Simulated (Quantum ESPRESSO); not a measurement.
# HfN (Pm-3m) in Quantum ESPRESSO: a series of runs

Runs on HfN. Level: PBE. Tasks: phonons.

Everything below comes from runs of Quantum ESPRESSO 7.5. Logs are shortened: lines on timing, memory, paths and dates and some standing lists are left out, and cuts for length are marked.

### 1 Starting point

Symmetry: Pm-3m, No. 221, cubic system. Conventional cell: a = 2.825 Å, b = 2.825 Å, c = 2.825 Å, α = 90.00°, β = 90.00°, γ = 90.00°. Hf (site symmetry m-3m) is surrounded by 8 N at 2.45 Å. N (site symmetry m-3m) is surrounded by 8 Hf at 2.45 Å.

The cell was built by a generator and needn't be a form met in nature.

### 2 Phonons, PBE

The input, pw.in:

```
&CONTROL
  calculation = 'scf'
  prefix = 'pwscf'
  outdir = './tmp'
  pseudo_dir = './pseudo'
  tprnfor = .true.
  tstress = .true.
  disk_io = 'low'
/
&SYSTEM
  ibrav = 0
  nat = 2
  ntyp = 2
  ecutwfc = 45
  ecutrho = 360
  nbnd = 15
  occupations = 'smearing'
  smearing = 'mv'
  degauss = 0.01469973
/
&ELECTRONS
  conv_thr = 4d-10
  electron_maxstep = 120
  mixing_beta = 0.5
/
ATOMIC_SPECIES
Hf   178.4900 hf_pbe_v1.uspp.F.UPF
N     14.0070 n_pbe_v1.2.uspp.F.UPF
CELL_PARAMETERS angstrom
   2.8250300000    0.0000000000    0.0000000000
   0.0000000000    2.8250300000    0.0000000000
   0.0000000000    0.0000000000    2.8250300000
ATOMIC_POSITIONS crystal
Hf     0.5000000000    0.5000000000    0.5000000000
N      0.0000000000    0.0000000000    0.0000000000
K_POINTS automatic
9 9 9 0 0 0
```

The input, scf2.in:

```
&CONTROL
  calculation = 'scf'
  prefix = 'pwscf'
  outdir = './tmp'
  pseudo_dir = './pseudo'
  tprnfor = .true.
  tstress = .true.
  disk_io = 'low'
/
&SYSTEM
  ibrav = 0
  nat = 2
  ntyp = 2
  ecutwfc = 45
  ecutrho = 360
  nbnd = 15
  occupations = 'smearing'
  smearing = 'mv'
  degauss = 0.01469973
/
&ELECTRONS
  conv_thr = 1d-13
  electron_maxstep = 120
  mixing_beta = 0.5
  startingpot = 'file'
  startingwfc = 'file'
/
ATOMIC_SPECIES
Hf   178.4900 hf_pbe_v1.uspp.F.UPF
N     14.0070 n_pbe_v1.2.uspp.F.UPF
CELL_PARAMETERS angstrom
   2.8250300000    0.0000000000    0.0000000000
   0.0000000000    2.8250300000    0.0000000000
   0.0000000000    0.0000000000    2.8250300000
ATOMIC_POSITIONS crystal
Hf     0.5000000000    0.5000000000    0.5000000000
N      0.0000000000    0.0000000000    0.0000000000
K_POINTS automatic
9 9 9 0 0 0
```

The input, ph.in:

```
phonons of HfN
&INPUTPH
  prefix = 'pwscf'
  outdir = './tmp'
  tr2_ph = 1d-18
  fildyn = 'dyn'
  niter_ph = 90
  alpha_mix(1) = 0.4
/
0.0000000000 0.0000000000 0.0000000000
```

The input, dynmat.in:

```
&INPUT
  fildyn = 'dyn'
  asr = 'crystal'
  filout = 'dynmat.disp'
  fileig = 'dynmat.eig'
/
```

Potentials or basis: GBRV 1.5 PBE.

On the command line:

```console
OMP_NUM_THREADS=1 pw.x -in pw.in > pw.out
OMP_NUM_THREADS=1 pw.x -in scf2.in > scf2.out
OMP_NUM_THREADS=1 ph.x -in ph.in > ph.out
OMP_NUM_THREADS=1 dynmat.x -in dynmat.in > dynmat.out
```

pw.out:

```text
This program is part of the open-source Quantum ESPRESSO suite
     for quantum simulation of materials; please cite
[... 9 lines left out ...]
     --------------------
     sticks:   dense  smooth     PW     G-vecs:    dense   smooth      PW
     Sum         805     405    137                17461     6187    1141

     Using Slab Decomposition

     bravais-lattice index     =            0
     lattice parameter (alat)  =       5.3385  a.u.
     unit-cell volume          =     152.1478 (a.u.)^3
     number of atoms/cell      =            2
     number of atomic types    =            2
     number of electrons       =        17.00
     number of Kohn-Sham states=           15
     kinetic-energy cutoff     =      45.0000  Ry
     charge density cutoff     =     360.0000  Ry
     scf convergence threshold =      4.0E-10
     mixing beta               =       0.5000
     number of iterations used =            8  plain     mixing
     Exchange-correlation= SLA  PW   PBE  PBE
                           (   1   4   3   4   0   0   0)

     celldm(1)=   5.338533  celldm(2)=   0.000000  celldm(3)=   0.000000
     celldm(4)=   0.000000  celldm(5)=   0.000000  celldm(6)=   0.000000

     crystal axes: (cart. coord. in units of alat)
               a(1) = (   1.000000   0.000000   0.000000 )
               a(2) = (   0.000000   1.000000   0.000000 )
               a(3) = (   0.000000   0.000000   1.000000 )

     reciprocal axes: (cart. coord. in units 2 pi/alat)
               b(1) = (  1.000000  0.000000  0.000000 )
               b(2) = (  0.000000  1.000000  0.000000 )
               b(3) = (  0.000000  0.000000  1.000000 )

     PseudoPot. # 1 for Hf read from file:
     hf_pbe_v1.uspp.F.UPF
     Pseudo is Ultrasoft + core correction, Zval = 12.0
     Generated by new atomic code, or converted to UPF format
     Using radial grid of  921 points,  8 beta functions with:
                l(1) =   0
                l(2) =   0
                l(3) =   0
                l(4) =   1
                l(5) =   1
                l(6) =   2
                l(7) =   2
                l(8) =   3
     Q(r) pseudized with  6 coefficients,  rinner =    1.200   1.200   1.200
                                                       1.200   1.200   1.200
                                                       1.200

     PseudoPot. # 2 for N  read from file:
     n_pbe_v1.2.uspp.F.UPF
     Pseudo is Ultrasoft + core correction, Zval =  5.0
     Generated by new atomic code, or converted to UPF format
     Using radial grid of  729 points,  4 beta functions with:
                l(1) =   0
                l(2) =   0
                l(3) =   1
                l(4) =   1
     Q(r) pseudized with  8 coefficients,  rinner =    0.900   0.900   0.900

     atomic species   valence    mass     pseudopotential
     Hf               12.00   178.49000     Hf( 1.00)
     N                 5.00    14.00700     N ( 1.00)

     48 Sym. Ops., with inversion, found

   Cartesian axes

     site n.     atom                  positions (alat units)
         1        Hf     tau(   1) = (   0.5000000   0.5000000   0.5000000  )
         2        N      tau(   2) = (   0.0000000   0.0000000   0.0000000  )

     number of k points=    35  Marzari-Vanderbilt smearing, width (Ry)=  0.0147
                       cart. coord. in units 2pi/alat
        k(    1) = (   0.0000000   0.0000000   0.0000000), wk =   0.0027435
        k(    2) = (   0.0000000   0.0000000   0.1111111), wk =   0.0164609
        k(    3) = (   0.0000000   0.0000000   0.2222222), wk =   0.0164609
        k(    4) = (   0.0000000   0.0000000   0.3333333), wk =   0.0164609
        k(    5) = (   0.0000000   0.0000000   0.4444444), wk =   0.0164609
        k(    6) = (   0.0000000   0.1111111   0.1111111), wk =   0.0329218
[... 27 lines left out ...]
        k(   34) = (   0.3333333   0.4444444   0.4444444), wk =   0.0658436
        k(   35) = (   0.4444444   0.4444444   0.4444444), wk =   0.0219479

     Dense  grid:    17461 G-vectors     FFT dimensions: (  36,  36,  36)

     Smooth grid:     6187 G-vectors     FFT dimensions: (  24,  24,  24)

     Initial potential from superposition of free atoms

     starting charge      15.0000, renormalised to      17.0000

     negative rho (up, down):  1.209E-01 0.000E+00
     Starting wfcs are   17 randomized atomic wfcs

     Self-consistent Calculation

     iteration #  1     ecut=    45.00 Ry     beta= 0.50
     Davidson diagonalization with overlap
     ethr =  1.00E-02,  avg # of iterations =  4.0

     negative rho (up, down):  1.101E-01 0.000E+00

     total energy              =    -178.84493172 Ry
     estimated scf accuracy    <       1.61834862 Ry

     iteration #  2     ecut=    45.00 Ry     beta= 0.50
     Davidson diagonalization with overlap
     ethr =  9.52E-03,  avg # of iterations =  2.0

     negative rho (up, down):  1.093E-01 0.000E+00

     total energy              =    -179.07557345 Ry
     estimated scf accuracy    <       0.65306063 Ry
[... 64 lines left out ...]
     iteration # 10     ecut=    45.00 Ry     beta= 0.50
     Davidson diagonalization with overlap
     ethr =  7.12E-11,  avg # of iterations =  2.0

     negative rho (up, down):  1.108E-01 0.000E+00

     total energy              =    -179.21179961 Ry
     estimated scf accuracy    <          5.5E-09 Ry

     iteration # 11     ecut=    45.00 Ry     beta= 0.50
     Davidson diagonalization with overlap
     ethr =  3.25E-11,  avg # of iterations =  1.0

     negative rho (up, down):  1.108E-01 0.000E+00

     End of self-consistent calculation

          k = 0.0000 0.0000 0.0000 (   751 PWs)   bands (ev):

   -43.8048 -11.9793 -11.9793 -11.9793   2.0576  15.7625  15.7625  17.0763
    17.0763  17.0763  21.5075  24.5388  24.5388  24.5388  36.6801

          k = 0.0000 0.0000 0.1111 (   759 PWs)   bands (ev):

   -43.7944 -12.1510 -11.9643 -11.9643   2.2921  15.0501  15.8834  16.8836
    16.8836  17.5134  22.3001  24.5856  24.5856  24.6053  34.6925

          k = 0.0000 0.0000 0.2222 (   775 PWs)   bands (ev):

   -43.7679 -12.5647 -11.9262 -11.9262   2.9142  13.3834  16.2110  16.4099
    16.4099  19.1721  23.7876  24.7554  24.7554  24.7791  32.0535

          k = 0.0000 0.0000 0.3333 (   792 PWs)   bands (ev):

   -43.7377 -13.0040 -11.8823 -11.8823   3.7181  11.7091  15.8963  15.8963
    16.6301  21.6062  24.9868  25.0318  25.0318  25.2817  29.9991
[... 143 lines left out ...]
   -43.5899 -12.9338 -12.6663 -12.6288   4.7359  12.2257  12.3311  13.9038
    21.8605  22.1939  22.9399  25.6586  25.8440  28.2715  31.3433

          k = 0.3333 0.4444 0.4444 (   762 PWs)   bands (ev):

   -43.5712 -12.8900 -12.8831 -12.6071   4.9661  11.9517  12.0319  12.9669
    22.3184  23.6920  24.1023  25.4509  26.6790  28.5927  30.5656

          k = 0.4444 0.4444 0.4444 (   765 PWs)   bands (ev):

   -43.5526 -12.8482 -12.8395 -12.8395   5.3782  11.5423  11.5423  11.9059
    24.7480  25.3136  25.3136  26.2610  26.2610  27.9290  29.8562

     the Fermi energy is    18.1849 ev

!    total energy              =    -179.21179961 Ry
     estimated scf accuracy    <          1.9E-10 Ry
     smearing contrib. (-TS)   =      -0.00026942 Ry
     internal energy E=F+TS    =    -179.21153019 Ry

     The total energy is F=E-TS. E is the sum of the following terms:
     one-electron contribution =      -2.07147859 Ry
     hartree contribution      =      11.99685371 Ry
     xc contribution           =     -81.29162439 Ry
     ewald contribution        =    -107.84528092 Ry

     convergence has been achieved in  11 iterations

     negative rho (up, down):  1.108E-01 0.000E+00

     Forces acting on atoms (cartesian axes, Ry/au):

     atom    1 type  1   force =     0.00000000    0.00000000    0.00000000
     atom    2 type  2   force =     0.00000000    0.00000000    0.00000000

     Total force =     0.000000     Total SCF correction =     0.000000

     Computing stress (Cartesian axis) and pressure

     negative rho (up, down):  1.108E-01 0.000E+00
          total   stress  (Ry/bohr**3)                   (kbar)     P=      -13.04
  -0.00008864   0.00000000   0.00000000          -13.04        0.00        0.00
   0.00000000  -0.00008864   0.00000000            0.00      -13.04        0.00
   0.00000000   0.00000000  -0.00008864            0.00        0.00      -13.04

=------------------------------------------------------------------------------=
   JOB DONE.
=------------------------------------------------------------------------------=
```

scf2.out:

```text
This program is part of the open-source Quantum ESPRESSO suite
     for quantum simulation of materials; please cite
[... 9 lines left out ...]
     --------------------
     sticks:   dense  smooth     PW     G-vecs:    dense   smooth      PW
     Sum         805     405    137                17461     6187    1141
[... 364 lines left out ...]
  -0.00008840   0.00000000   0.00000000          -13.00        0.00        0.00
   0.00000000  -0.00008840   0.00000000            0.00      -13.00        0.00
   0.00000000   0.00000000  -0.00008840            0.00        0.00      -13.00

=------------------------------------------------------------------------------=
   JOB DONE.
=------------------------------------------------------------------------------=
```

ph.out:

```text
This program is part of the open-source Quantum ESPRESSO suite
     for quantum simulation of materials; please cite
         "P. Giannozzi et al., J. Phys.:Condens. Matter 21 395502 (2009);
         "P. Giannozzi et al., J. Phys.:Condens. Matter 29 465901 (2017);
         "P. Giannozzi et al., J. Chem. Phys. 152 154105 (2020);
     in publications or presentations arising from this work. More details at

     IMPORTANT: XC functional enforced from input :
[... 320 lines left out ...]
     freq (   4-   6) =        243.7  [cm-1]   --> T_1u G_15  G_4- I

     INITIALIZATION:

     DYNAMICAL MATRIX:

      Additional routines

=------------------------------------------------------------------------------=
   JOB DONE.
=------------------------------------------------------------------------------=
```

It took 1.9 min on 1 thread of Arm Neoverse V1, shared host; peak memory 0.16 GiB.

What came out:

| Item | Value |
| --- | --- |
| Free energy | -2438.3007 eV |
| Pressure after relaxing | -1.3 GPa |
| Band gap on the k mesh | none (metal or under the smearing width) |
| Highest phonon frequency at Γ | 244 cm⁻¹ |

Phonon frequencies in cm⁻¹ (negative: imaginary):
```tsv
q point	frequencies
(0.000, 0.000, 0.000)	11 11 11 244 244 244
```

Optical modes at Γ, degenerate ones joined:
| cm⁻¹ | components | symmetry | active in |
| --- | --- | --- | --- |
| 245 | 3 | T1u | IR |

Caveat: the mesh is thin for the phonons of a metal. The run has no spin-orbit coupling, so splittings on Hf are missing.

### 3 Phonons, PBE

Edit pw.in of step 2 so:

```diff
@@ -13,4 +13,4 @@
   ntyp = 2
-  ecutwfc = 45
-  ecutrho = 360
+  ecutwfc = 52
+  ecutrho = 312
   nbnd = 15
@@ -26,4 +26,4 @@
 ATOMIC_SPECIES
-Hf   178.4900 hf_pbe_v1.uspp.F.UPF
-N     14.0070 n_pbe_v1.2.uspp.F.UPF
+Hf   178.4900 Hf.GGA_PBE-JTH.UPF
+N     14.0070 N.GGA_PBE-JTH.UPF
 CELL_PARAMETERS angstrom
```

Edit scf2.in of step 2 so:

```diff
@@ -13,4 +13,4 @@
   ntyp = 2
-  ecutwfc = 45
-  ecutrho = 360
+  ecutwfc = 52
+  ecutrho = 312
   nbnd = 15
@@ -28,4 +28,4 @@
 ATOMIC_SPECIES
-Hf   178.4900 hf_pbe_v1.uspp.F.UPF
-N     14.0070 n_pbe_v1.2.uspp.F.UPF
+Hf   178.4900 Hf.GGA_PBE-JTH.UPF
+N     14.0070 N.GGA_PBE-JTH.UPF
 CELL_PARAMETERS angstrom
```

ph.in is that of step 2.

dynmat.in is that of step 2.

Potentials or basis: JTH 2.0 PBE.

On the command line:

```console
OMP_NUM_THREADS=1 pw.x -in pw.in > pw.out
OMP_NUM_THREADS=1 pw.x -in scf2.in > scf2.out
OMP_NUM_THREADS=1 ph.x -in ph.in > ph.out
OMP_NUM_THREADS=1 dynmat.x -in dynmat.in > dynmat.out
```

pw.out:

```text
This program is part of the open-source Quantum ESPRESSO suite
     for quantum simulation of materials; please cite
         "P. Giannozzi et al., J. Phys.:Condens. Matter 21 395502 (2009);
         "P. Giannozzi et al., J. Phys.:Condens. Matter 29 465901 (2017);
         "P. Giannozzi et al., J. Chem. Phys. 152 154105 (2020);
     in publications or presentations arising from this work. More details at

     file Hf.GGA_PBE-JTH.UPF: wavefunction(s)  5S 5P 6P 5D 0D renormalized
     file N.GGA_PBE-JTH.UPF: wavefunction(s)  0S 0P renormalized
     Message from routine setup:
     using ibrav=0 with symmetry is DISCOURAGED, use correct ibrav instead

     G-vector sticks info
     --------------------
     sticks:   dense  smooth     PW     G-vecs:    dense   smooth      PW
     Sum         709     481    145                14147     7809    1357

     Using Slab Decomposition

     bravais-lattice index     =            0
     lattice parameter (alat)  =       5.3385  a.u.
     unit-cell volume          =     152.1478 (a.u.)^3
     number of atoms/cell      =            2
     number of atomic types    =            2
     number of electrons       =        17.00
     number of Kohn-Sham states=           15
     kinetic-energy cutoff     =      52.0000  Ry
     charge density cutoff     =     312.0000  Ry
     scf convergence threshold =      4.0E-10
     mixing beta               =       0.5000
     number of iterations used =            8  plain     mixing
     Exchange-correlation= SLA PW PBX PBC
[... 88 lines left out ...]
        k(   34) = (   0.3333333   0.4444444   0.4444444), wk =   0.0658436
        k(   35) = (   0.4444444   0.4444444   0.4444444), wk =   0.0219479

     Dense  grid:    14147 G-vectors     FFT dimensions: (  32,  32,  32)

     Smooth grid:     7809 G-vectors     FFT dimensions: (  25,  25,  25)

     Check: negative core charge=   -0.000014

     Initial potential from superposition of free atoms

     starting charge      16.9981, renormalised to      17.0000
     Starting wfcs are   26 randomized atomic wfcs

     Self-consistent Calculation

     iteration #  1     ecut=    52.00 Ry     beta= 0.50
     Davidson diagonalization with overlap
     ethr =  1.00E-02,  avg # of iterations =  3.4

     total energy              =    -724.36883138 Ry
     estimated scf accuracy    <       0.44984671 Ry
[... 50 lines left out ...]
     iteration #  9     ecut=    52.00 Ry     beta= 0.50
     Davidson diagonalization with overlap
     ethr =  3.60E-10,  avg # of iterations =  1.0

     End of self-consistent calculation

          k = 0.0000 0.0000 0.0000 (   949 PWs)   bands (ev):

   -43.5359 -11.6854 -11.6854 -11.6854   2.3804  16.0855  16.0855  17.4157
    17.4157  17.4157  21.8121  24.8497  24.8497  24.8497  37.0370
[... 168 lines left out ...]
   -43.2850 -12.5509 -12.5424 -12.5424   5.6837  11.8767  11.8767  12.2392
    25.0698  25.6368  25.6368  26.5833  26.5833  28.2670  30.1775

     the Fermi energy is    18.5098 ev

!    total energy              =    -724.54629417 Ry
     total all-electron energy =      -724.546294 Ry
     estimated scf accuracy    <          7.0E-11 Ry
     smearing contrib. (-TS)   =      -0.00028876 Ry
     internal energy E=F+TS    =    -724.54600541 Ry

     The total energy is F=E-TS. E is the sum of the following terms:
     one-electron contribution =       0.07276224 Ry
     hartree contribution      =      10.90684212 Ry
     xc contribution           =     -32.52018124 Ry
     ewald contribution        =    -107.84528092 Ry
     one-center paw contrib.   =    -595.16014761 Ry

     convergence has been achieved in   9 iterations

     Forces acting on atoms (cartesian axes, Ry/au):

     atom    1 type  1   force =     0.00000000    0.00000000    0.00000000
     atom    2 type  2   force =     0.00000000    0.00000000    0.00000000

     Total force =     0.000000     Total SCF correction =     0.000000

     Computing stress (Cartesian axis) and pressure

          total   stress  (Ry/bohr**3)                   (kbar)     P=      -19.92
  -0.00013538   0.00000000   0.00000000          -19.92        0.00        0.00
   0.00000000  -0.00013538   0.00000000            0.00      -19.92        0.00
   0.00000000   0.00000000  -0.00013538            0.00        0.00      -19.92

=------------------------------------------------------------------------------=
   JOB DONE.
=------------------------------------------------------------------------------=
```

scf2.out:

```text
This program is part of the open-source Quantum ESPRESSO suite
     for quantum simulation of materials; please cite
         "P. Giannozzi et al., J. Phys.:Condens. Matter 21 395502 (2009);
         "P. Giannozzi et al., J. Phys.:Condens. Matter 29 465901 (2017);
         "P. Giannozzi et al., J. Chem. Phys. 152 154105 (2020);
[... 359 lines left out ...]
   0.00000000  -0.00013534   0.00000000            0.00      -19.91        0.00
   0.00000000   0.00000000  -0.00013534            0.00        0.00      -19.91

=------------------------------------------------------------------------------=
   JOB DONE.
=------------------------------------------------------------------------------=
```

Run time: 2.7 min. Hardware: 1 thread of Arm Neoverse V1, shared host; peak memory 0.11 GiB.

What came out:

| Quantity | Value |
| --- | --- |
| Free energy | -9857.9545 eV |
| Pressure after relaxing | -2.0 GPa |
| Band gap on the k mesh | none (metal or under the smearing width) |
| Highest phonon frequency at Γ | 238 cm⁻¹ |

Levels at points of the mesh, in eV from the Fermi level:
```
           k point  band 5  band 6  band 7  band 8  band 9  band 10  band 11  band 12  band 13  band 14
(0.00, 0.00, 0.00)  -16.13   -2.42   -2.42   -1.09   -1.09    -1.09     3.30     6.34     6.34     6.34
```

Phonon frequencies in cm⁻¹ (negative: imaginary):
```tsv
q point	frequencies
(0.000, 0.000, 0.000)	15 15 15 238 238 238
```

Optical modes at Γ, degenerate ones joined:
| cm⁻¹ | components | symmetry | active in |
| --- | --- | --- | --- |
| 235 | 3 | T1u | IR |

Caveat: the mesh is thin for the phonons of a metal. The run has no spin-orbit coupling, so splittings on Hf are missing.

(Continued in part 2 of 3.)
